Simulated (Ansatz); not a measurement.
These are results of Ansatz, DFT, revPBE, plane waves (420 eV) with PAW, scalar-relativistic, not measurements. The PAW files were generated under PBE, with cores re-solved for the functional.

An element in the omega (AlB2-type) structure gives this curve. The cell is scaled uniformly from the relaxed one, with fractional coordinates and shape fixed. Energies are extrapolated to zero smearing, pressures are those at the given smearing. Magnetic state: spin not included.

| V (Å³/atom) | E − E₀ (meV/atom) | P (GPa) |
| --- | --- | --- |
| 14.700 | 250.3 | 44.81 |
| 15.368 | 103.0 | 26.75 |
| 16.036 | 23.8 | 12.06 |
| 16.704 | 0.0 | 0.11 |
| 17.373 | 21.2 | -9.61 |
| 18.041 | 79.1 | -17.51 |
| 18.709 | 166.6 | -23.90 |

(1) Which element is it?
A. tungsten
B. aluminium
C. silicon
D. titanium

Answers

(1) A. Its fit is V₀ = 16.70 Å³/atom, B₀ = 269 GPa, B₀′ = 4.1.
